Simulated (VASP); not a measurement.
# AlNi3 under changes of volume

One of the cells (10.932 Å³/atom); the others are scaled copies at fixed shape and fractional positions:

```xyz
4
Lattice="3.5231 0.0000 0.0000 0.0000 3.5231 0.0000 0.0000 0.0000 3.5231" Properties=species:S:1:pos:R:3 pbc="T T T"
Ni    1.7615    1.7615    0.0000
Ni    1.7615    0.0000    1.7615
Ni    0.0000    1.7615    1.7615
Al    0.0000    0.0000    0.0000
```

The cell is a database's computed one.

- Program: VASP 6.6.1
- Functional: PBE
- Dispersion: D3(BJ)
- Potentials or basis: VASP PAW PBE potentials, release 64 (Ni, Al)
- Cutoff: 520 eV
- k mesh: 8 × 8 × 8
- Occupations: fermi-dirac, width 0.05 eV
- Spin: collinear spin, ferromagnetic start
- Starting moments: [1.0, 1.0, 1.0, 0.0] μB

| volume (Å³/atom) | energy over the lowest point (meV/atom) | pressure (GPa) | moment (μB per cell) |
| --- | --- | --- | --- |
| 10.495 | 12.08 | 9.0 | 0.63 |
| 10.713 | ? | ? | ? |
| 10.932 | 0.00 | 0.2 | 0.67 |
| 11.151 | 2.39 | -3.5 | 0.68 |
| 11.369 | 9.61 | -6.9 | 0.70 |

Problem. What does the run at 10.713 Å³/atom give?

Solution. Energy over the lowest point 3.01 meV/atom; pressure 4.3 GPa; moment 0.65 μB per cell.

Worked out: A Birch-Murnaghan fit of order 2 (a polynomial in V^(-2/3)) to the other rows has its minimum at 10.94 Å³/atom with B0 = V·E''(V) = 197 GPa. It gives 3.07 meV/atom at 10.713 Å³/atom, against the run's 3.01, and -dE/dV = 4.4 GPa, against 4.3. A straight line through the other rows of the moment, of slope 0.0784 μB per Å³/atom, gives 0.65 μB, against the run's 0.65.

Energies are extrapolated to zero smearing.

Caveats: pairwise dispersion overbinds metals, which lowers pressure and volume.
